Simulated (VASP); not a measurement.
Ir, 1 atom in the cell. The cell holds a sheet with vacuum, 1 atom: a = 2.452 Å, b = 2.452 Å, c = 23.800 Å, α = 90.00°, β = 90.00°, γ = 90.00°. The cell was built by a generator and needn't be a form met in nature.

```yaml
Program: VASP 6.6.1
Task: relaxation of the atoms
Functional: revPBE
Potentials_or_basis: VASP PAW PBE potentials, release 64 (Ir)
Cutoff: 520 eV
k_mesh: 11 × 11 × 1
Occupations: fermi-dirac, width 0.05 eV
Spin: no spin polarisation
Dipole_correction: yes
Atoms_held_fixed_from_0: "[0]"
Further_INCAR_settings: ALGO = Normal; EDIFF = 1e-06; IBRION = 2; EDIFFG = -0.005; NSW = 60
```

Potentials or basis: VASP PAW PBE potentials, release 64 (Ir).

Command:

```sh
$ cat potpaw_PBE.64/Ir/POTCAR > POTCAR
$ mpirun -np 1 vasp_std > vasp.out
```

Hardware: 1 thread of AMD EPYC 9R45 96-Core Processor (Zen 5), with other jobs on the host.

Question: How long does it take, and how much memory?

Answer: It took 14 s on 1 thread of AMD EPYC 9R45 96-Core Processor (Zen 5) (shared host), peak memory 0.2 GiB. Counts: scf iterations 15, k points 21, ion steps 1.
